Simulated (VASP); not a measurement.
A run of VASP 6.6.1 is set up as follows.

Contents of INCAR:

```
PREC = Accurate ; ENCUT = 600
EDIFF = 1E-6 ; ISMEAR = -1
SIGMA = 0.05 ; LREAL = False
LASPH = True ; NELM = 80
ALGO = Fast ; ISIF = 3
LWAVE = False ; LCHARG = False
GGA = BF ; LUSE_VDW = True
ZAB_VDW = -1.8867 ; IBRION = 2
NSW = 60 ; EDIFFG = -0.01
```

The input KPOINTS:

```
Automatic mesh
0
Gamma
  11 11 6
```

POSCAR

```
Os
1.0
    2.7341000000      0.0000000000      0.0000000000
   -1.3670500000      2.3678000565      0.0000000000
    0.0000000000      0.0000000000      4.3197000000
Os
2
Direct
    0.6666666667      0.3333333333      0.7500000000
    0.3333333333      0.6666666667      0.2500000000
```

Potentials or basis: VASP PAW PBE potentials, release 64 (Os).

The run is started by

```console
$ cat potpaw_PBE.64/Os/POTCAR > POTCAR
$ mpirun -np 1 vasp_std > vasp.out
```

(1) Predict the band gap on the k mesh.

(2) Estimate the space group after relaxing (to 0.05 Å).

(3) What does it give for the relaxed volume?

Answers

(1) none (metal or under the smearing width).

(2) P6_3/mmc (No. 194).

(3) 14.31 Å³/atom.

Caveat: the PAW data sets were made with another functional, which shifts forces and pressure a little.
